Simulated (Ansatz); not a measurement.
Crystal: AlN.

```
Al N
1.0
     0.00000    2.18399    2.18399
     2.18399    0.00000    2.18399
     2.18399    2.18399    0.00000
Al N
1 1
Direct
  0.00000 0.00000 0.00000
  0.25000 0.25000 0.25000
```

Measurements of this composition are mostly on another form, of space group No. 186.

Base run:

| Item | Value |
| --- | --- |
| Program | Ansatz 0.2.0 |
| Functional | PBE |
| Potentials or basis | all-electron PAW datasets made for the crystal |
| Cutoff | 360 eV |
| Density cutoff | 2520 eV |
| k mesh | 6 × 6 × 6 |
| Occupations | fermi-dirac, width 0.05 eV |
| Spin | no spin polarisation |

Its results: band gap on the k mesh 3.32 eV, indirect (least direct gap 4.19 eV).

The run is repeated on the same cell with these changes: functional from PBE to PBE0; cutoff from 360 eV to 470 eV; density cutoff from 2520 eV to 1880 eV. What comes out?

Band gap on the k mesh 5.28 eV, indirect (least direct gap 6.29 eV).

PBE0 gives the wider gap, since exact exchange removes part of the self-interaction.

A k mesh can miss the band edges.

Not every run made on this cell is shown here.
